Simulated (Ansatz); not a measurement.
**Relaxing V**

Theory: DFT PBEsol, scalar-relativistic, plane waves, PAW in Ansatz 0.2.0. Cutoff 420 eV, Γ-centred k mesh, Gaussian smearing, no spin polarisation in the final step.

The start puts V on the alpha-boron structure type (R-3m, No. 166), at a guessed volume.

```
CELL_PARAMETERS angstrom
3.10688 1.79376 5.29847
-3.10688 1.79376 5.29847
0.00000 -3.58751 5.29847
ATOMIC_POSITIONS crystal
V 0.01019 0.65361 0.01019
V 0.01019 0.01019 0.65361
V 0.65361 0.01019 0.01019
V 0.98981 0.34639 0.98981
V 0.34639 0.98981 0.98981
V 0.98981 0.98981 0.34639
V 0.22118 0.63060 0.22118
V 0.22118 0.22118 0.63060
V 0.63060 0.22118 0.22118
V 0.77882 0.36940 0.77882
V 0.36940 0.77882 0.77882
V 0.77882 0.77882 0.36940
```

Cell and atoms relax at zero pressure; the relaxation can't lower the symmetry of the start. After a coarse first stage the cell is made exact in the group found at 0.06 Å.

Energies count from the standard state of V at the same level.

Q: Describe the relaxed structure.

A: It keeps R-3m (No. 166), but not the shape of the type it started on. Conventional cell: a = 5.003 Å, c = 25.405 Å. V on Wyckoff site h (6 atoms of the primitive cell) has 7 V at 2.40–2.53 Å; around V on Wyckoff site h (6 atoms of the primitive cell) lie 8 V at 2.45–2.56 Å.

```
V
1.0
     2.50140    1.44418    8.46817
    -2.50140    1.44418    8.46817
     0.00000   -2.88837    8.46817
V
12
Direct
  0.04928 0.54294 0.04928
  0.04928 0.04928 0.54294
  0.54294 0.04928 0.04928
  0.95072 0.45706 0.95072
  0.45706 0.95072 0.95072
  0.95072 0.95072 0.45706
  0.21117 0.70002 0.21117
  0.21117 0.21117 0.70002
  0.70002 0.21117 0.21117
  0.78883 0.29998 0.78883
  0.29998 0.78883 0.78883
  0.78883 0.78883 0.29998
```

Q: What are its volume, energy, density and gap?

A: The volume per atom is 15.30 Å³ and the density is 5.53 g/cm³. The energy over the standard structure is 0.95 eV/atom and the gap on the 9×9×9 mesh is 0 eV (a metal).

The final run used a 9×9×9 mesh on its 12-atom cell and 0.10 eV smearing. For metals, differences of a few meV/atom aren't resolved. Symmetry constrained the relaxation, so the result can be a saddle point.

This form isn't the element's structure at ambient conditions.